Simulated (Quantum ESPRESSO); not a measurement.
I: equation of state with LDA

I:

```
CELL_PARAMETERS angstrom
3.63503 -2.39502 0.00000
3.63503 2.39502 0.00000
0.00000 0.00000 9.79344
ATOMIC_POSITIONS crystal
I 0.64930 0.35070 0.38440
I 0.14930 0.85070 0.11560
I 0.35070 0.64930 0.61560
I 0.85070 0.14930 0.88440
```

* Program: Quantum ESPRESSO 7.5
* Task: equation of state
* Functional: LDA
* Potentials or basis: GBRV 1.5 LDA
* Cutoff: 612 eV
* Density cutoff: 4898 eV
* k mesh: 7 × 7 × 3
* Occupations: fermi-dirac, width 0.05 eV
* Spin: no spin polarisation

| Property | Result |
| --- | --- |
| Equilibrium volume | 41.23 Å³/atom |
| Bulk modulus at fixed shape and positions | 28 GPa |
| Pressure derivative of the bulk modulus | 5.1 |

Energy against volume, from the lowest point:
```
volume (Å³/atom)  energy (meV/atom)
          40.073               2.86
          40.926               0.00
          41.778               0.42
          42.631               3.71
          43.483               9.57
          44.336              17.64
          45.189              27.71
```

All runs of the series together: 4.9 min on 2 threads of Arm Neoverse V1, with other jobs on the host.

Caveat: the cell was scaled at fixed shape and fractional positions, which overstates the stiffness of a crystal with free parameters, most of all of layers and chains. The run has no spin-orbit coupling, so splittings on I are missing.
